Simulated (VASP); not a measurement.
**VASP 6.6.1 run: PbS**

INCAR

```
GGA = PE
SIGMA = 0.02
ISMEAR = -1
EDIFF = 1E-7
IBRION = -1
NSW = 0
ISIF = 2
ENCUT = 520
NBANDS = 17
NELM = 120
LCHARG = .FALSE.
LREAL = .TRUE.
LWAVE = .FALSE.
LASPH = .TRUE.
PREC = Accurate
```

KPOINTS

```
KPOINTS created by Atomic Simulation Environment
0
Gamma
8 8 8
0 0 0
```

POSCAR

```
Pb S
 1.0000000000000000
     0.0000000000000000    2.9274880227000000    3.0017010121999999
     2.9274880227000000    0.0000000000000000    3.0017010121999999
     2.9274880227000000    2.9274880227000000    0.0000000000000000
 Pb  S
   1   1
Cartesian
  0.0000000000000000  0.0000000000000000  0.0000000000000000
  2.9274880227000000  2.9274880227000000  3.0017010121999999
```

The recommended PBE PAW datasets give the neutral cell 20 valence electrons.

Command

```
mpirun -np 1 vasp_std
```

Question: Predict the outcome of this run.

Answer: It converged. Results: gap between bands v and c on the k mesh 0.29 eV; least direct gap on the k mesh 0.29 eV; pressure 3.1 GPa. Band v is the last that the valence electrons fill when counted band by band, and c is the next.

OSZICAR

```
N       E                     dE             d eps       ncg     rms          rms(c)
DAV:   1     0.158377873897E+03    0.15838E+03   -0.97209E+03  2006   0.123E+03
DAV:   2     0.308115997185E+01   -0.15530E+03   -0.14951E+03  2119   0.313E+02
DAV:   3    -0.889931928485E+01   -0.11980E+02   -0.11760E+02  2672   0.924E+01
DAV:   4    -0.919684422257E+01   -0.29752E+00   -0.29726E+00  2556   0.156E+01
DAV:   5    -0.920776158625E+01   -0.10917E-01   -0.10916E-01  3049   0.290E+00    0.475E+00
DAV:   6    -0.873196298060E+01    0.47580E+00   -0.13358E+00  3182   0.801E+00    0.334E+00
DAV:   7    -0.873206350534E+01   -0.10052E-03   -0.14625E-01  2420   0.192E+00    0.188E+00
DAV:   8    -0.873557757567E+01   -0.35141E-02   -0.15935E-02  2479   0.137E+00    0.210E-01
DAV:   9    -0.873516251146E+01    0.41506E-03   -0.31707E-03  3182   0.501E-01    0.864E-02
DAV:  10    -0.873532486280E+01   -0.16235E-03   -0.34991E-04  2334   0.118E-01    0.512E-02
DAV:  11    -0.873533419145E+01   -0.93287E-05   -0.64755E-05  2784   0.875E-02    0.203E-02
DAV:  12    -0.873533501252E+01   -0.82107E-06   -0.44479E-06  2681   0.204E-02    0.231E-03
DAV:  13    -0.873533505650E+01   -0.43977E-07   -0.19337E-07  2545   0.362E-03
   1 F= -.87353351E+01 E0= -.87353334E+01  d E =-.327896E-05
```

For comparison, a separate PBE run of the intended cell, on usual settings and not on those above, gives a gap of 0.29 eV on its mesh and a pressure of 3.2 GPa.
